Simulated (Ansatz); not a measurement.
# Ru under changes of volume

One of the cells (13.575 Å³/atom); the others are scaled copies at fixed shape and fractional positions:

```
Ru
1.0
     2.70580    0.00000    0.00000
    -1.35290    2.34329    0.00000
     0.00000    0.00000    4.28190
Ru
2
Direct
  0.66667 0.33333 0.75000
  0.33333 0.66667 0.25000
```

- Program: Ansatz 0.2.0
- Functional: LDA
- Potentials or basis: JTH PAW LDA
- Cutoff: 1800 eV
- Density cutoff: 9000 eV
- k mesh: 11 × 11 × 6
- Occupations: fermi-dirac, width 0.05 eV
- Spin: no spin polarisation

```tsv
volume (Å³/atom)	energy over the lowest point (meV/atom)	pressure (GPa)
12.760	9.00	9.6
13.032	0.00	1.4
13.303	4.08	-5.9
13.575	19.75	-12.3
13.846	?	?
14.118	80.79	-23.1
14.389	123.93	-27.6
```

What does the run at 13.846 Å³/atom give?

Energy over the lowest point 45.71 meV/atom; pressure -18.1 GPa.

Worked out: A Birch-Murnaghan fit of order 3 (a polynomial in V^(-2/3)) to the other rows has its minimum at 13.08 Å³/atom with B0 = V·E''(V) = 363 GPa and B' = 4.7 at fixed shape and positions, which overstates the stiffness. It gives 45.64 meV/atom at 13.846 Å³/atom, against the run's 45.71, and -dE/dV = -18.1 GPa, against -18.1.

Energies are extrapolated to zero smearing.
